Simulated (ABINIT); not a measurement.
The system is LiCl.

```
CELL_PARAMETERS angstrom
0.00000 2.56477 2.56477
2.56477 0.00000 2.56477
2.56477 2.56477 0.00000
ATOMIC_POSITIONS crystal
Cl 0.50000 0.50000 0.50000
Li 0.00000 0.00000 0.00000
```

Base run:

```yaml
Program: ABINIT 10.8.3 (patched build)
Functional: PBE0
Potentials_or_basis: SG15 NC PBE v1.2
Cutoff: 707 eV
k_mesh: 6 × 6 × 6
Occupations: fixed
Spin: no spin polarisation
```

Its results: band gap on the k mesh 8.41 eV, direct.

**Question.** The run is repeated on the same cell with these changes: functional from PBE0 to PBE. What comes out?

**Answer.** Band gap on the k mesh 6.35 eV, direct.

PBE0 gives the wider gap, since exact exchange removes part of the self-interaction.

A k mesh can miss the band edges.
